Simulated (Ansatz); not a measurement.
**Copper, omega (AlB2-type) under PBE: structure, energy and stiffness**

Aim: take copper in the omega (AlB2-type) structure, relax it, solve it on a dense k-mesh, then scale the cell to 7 volumes from 88 to 112 % of the relaxed one and try a fit of the equation of state. Spin polarisation is left out. The k-meshes are 9×9×13 for the relaxation; 12×12×17 for the dense run; 12×12×17 for the volumes.

Method: DFT PBE, plane waves (420 eV) with PAW, scalar-relativistic, in Ansatz 0.2.0.

## (1) Starting point

Symmetry: P6/mmm, No. 191, hexagonal system. The conventional cell has a = 4.056 Å, b = 4.056 Å, c = 2.486 Å, α = 90.00°, β = 90.00°, γ = 120.00°. Cu (site symmetry 6/mmm) has 14 Cu at 2.49 to 2.65 Å as nearest neighbours. Cu (site symmetry -6m2) is surrounded by 11 Cu at 2.34 to 2.65 Å.

Structure file:

```
CELL_PARAMETERS angstrom
4.05627 0.00000 0.00000
-2.02814 3.51283 0.00000
0.00000 0.00000 2.48649
ATOMIC_POSITIONS crystal
Cu 0.00000 0.00000 0.00000
Cu 0.33333 0.66667 0.50000
Cu 0.66667 0.33333 0.50000
```

## (2) Geometry optimisation

Contents of input.yaml:

```yaml
crystal:
  lattice:
    - [4.0562702462, 0.0, 0.0]
    - [-2.0281351231, 3.5128330778, 0.0]
    - [0.0, 0.0, 2.4864936609]
  atoms:
    - { symbol: Cu, position: [0.0, 0.0, 0.0] }
    - { symbol: Cu, position: [0.3333333333, 0.6666666667, 0.5] }
    - { symbol: Cu, position: [0.6666666667, 0.3333333333, 0.5] }
hamiltonian:
  xc: pbe
  pseudopotentials:
    kind: paw
    azcp:
      Cu: "pseudopotentials/Cu.paw.azcp"
basis:
  ecutwfc: 420
  fft_grid_basis: typed
kpoints:
  mp_grid: { grid: [9, 9, 13], shift: [0, 0, 0] }
magnetization:
  spin_polarized: false
scf:
  occupations: { method: fermi_dirac, width: 0.1 }
relax:
  max_steps: 60
  f_tol: 0.01
  cell: {}
```

The runs that follow: Dense single point; Equation of state: 88 %; Equation of state: 92 %; Equation of state: 96 %; Equation of state: 100 %; Equation of state: 104 %; Equation of state: 108 %; Equation of state: 112 %.

Q: Predict the outcome of this session. Wanted: space group; conventional cell; volume; shortest distance; gap on the mesh; relative to fcc; V₀, B₀, B₀′.

**Answer**, as computed:

| quantity | value |
| --- | --- |
| space group (spins left aside) | P6/mmm (No. 191) |
| conventional cell | a = 4.126 Å, c = 2.478 Å (c/a = 0.601) |
| volume | 12.181 Å³/atom |
| shortest distance | 2.382 Å |
| gap on the mesh | none (levels filled in part) |
| relative to fcc | +78 meV/atom |
| V₀, B₀, B₀′ | 12.175 Å³/atom, 134 GPa, 5.1 |

The relaxation enlarged the cell by 3.1 % in volume. It lies 78 meV/atom above the element's reference form at the same level (fcc, from a run of its own). No gap shows: it is a metal or semimetal at this level. The fitted modulus is 134 GPa; letting shape and positions relax at each volume could only lower it. The symmetry was held, so the structure may be unstable against distortions that break it.
